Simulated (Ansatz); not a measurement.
A nudged elastic band was laid between two geometries of a periodic cell of 17 atoms, Si (host Si, host structure diamond, interstitial Si).

The calculation used Ansatz 0.2.0, DFT PBE-D3(BJ), scalar-relativistic, plane waves, PAW. Settings: PAW set soft_1, cutoff 420 eV, k mesh 2x2x2, gaussian smearing 0.02 eV, no spin polarisation.

- movable images: 3
- climbing image: yes
- spring: 5.0 eV/Å²
- optimiser: quadratic models (default)
- start path: straight line
- force threshold: 0.05 eV/Å
- iteration limit: 80
- end points: relaxed

Initial state:

```xyz
17
Lattice="0.0000 5.4300 5.4300 5.4300 0.0000 5.4300 5.4300 5.4300 0.0000" Properties=species:S:1:pos:R:3
Si 0.003 0.005 0.004
Si 1.358 1.357 1.357
Si 2.710 2.712 0.004
Si 4.070 4.075 1.325
Si 2.711 0.004 2.712
Si 4.070 1.325 4.074
Si 5.449 2.696 2.696
Si 6.820 4.075 4.074
Si 0.004 2.711 2.710
Si 1.323 4.074 4.072
Si 2.689 5.457 2.691
Si 4.072 6.822 4.072
Si 2.690 2.693 5.454
Si 4.072 4.073 6.821
Si 5.453 5.456 5.455
Si 6.783 6.792 6.790
Si 4.068 4.077 4.075
```

Final state:

Only the atoms that move by more than 0.05 Å are listed.
```
Si17 2.713 2.711 2.718
```

Question: Which bonds break or form, and what moves?

Answer: Contacts lost: Si15–Si17. Contacts made: Si2–Si17. The atom that moves furthest is Si17, by 2.35 Å; four of its nearest neighbours are Si7 2.39, Si13 2.39, Si15 2.39, Si11 2.39 Å at the first end and Si6 2.39, Si2 2.39, Si10 2.39, Si4 2.39 Å at the last.

Question: Give the energies along the band, and the barrier.

Answer: The run converged. The highest image is number 2 of 0 to 4, 0.30 eV above the ends, which have the same energy within 2 meV. By the program's own check the climbing image is a first-order saddle point (lowest curvatures found: -0.31 and 0.65 eV/Å²). Limits of this set-up: coarse k mesh, a small cell, in which the defect meets its images.

```json
{"image": "0", "path coordinate (Å)": "0.00", "energy (eV)": "0.00", "Si15–Si17 (Å)": "2.39", "Si2–Si17 (Å)": "4.70"}
{"image": "1", "path coordinate (Å)": "0.76", "energy (eV)": "0.20", "Si15–Si17 (Å)": "2.53", "Si2–Si17 (Å)": "4.02"}
{"image": "2", "path coordinate (Å)": "1.51", "energy (eV)": "0.30", "Si15–Si17 (Å)": "3.13", "Si2–Si17 (Å)": "3.14"}
{"image": "3", "path coordinate (Å)": "2.27", "energy (eV)": "0.20", "Si15–Si17 (Å)": "4.02", "Si2–Si17 (Å)": "2.53"}
{"image": "4", "path coordinate (Å)": "3.03", "energy (eV)": "0.00", "Si15–Si17 (Å)": "4.70", "Si2–Si17 (Å)": "2.39"}
```

Question: What is the geometry of the highest image?

Answer: 
```xyz
17
Lattice="0.0000 5.4300 5.4300 5.4300 0.0000 5.4300 5.4300 5.4300 0.0000" Properties=species:S:1:pos:R:3
Si 0.206 0.208 0.210
Si 1.580 1.581 1.583
Si 2.782 2.783 -0.022
Si 4.161 4.162 1.256
Si 2.782 -0.024 2.785
Si 4.161 1.254 4.164
Si 5.533 2.624 2.626
Si 6.810 4.003 4.006
Si -0.025 2.783 2.786
Si 1.253 4.162 4.164
Si 2.623 5.534 2.626
Si 4.003 6.811 4.006
Si 2.623 2.624 5.536
Si 4.002 4.003 6.814
Si 5.203 5.204 5.207
Si 6.577 6.578 6.580
Si 3.394 3.395 3.398
```

Time of the run: 14 min on 1 thread of AMD EPYC 9R45 96-Core Processor (Zen 5), with other jobs on the host, peak memory 0.85 GiB.
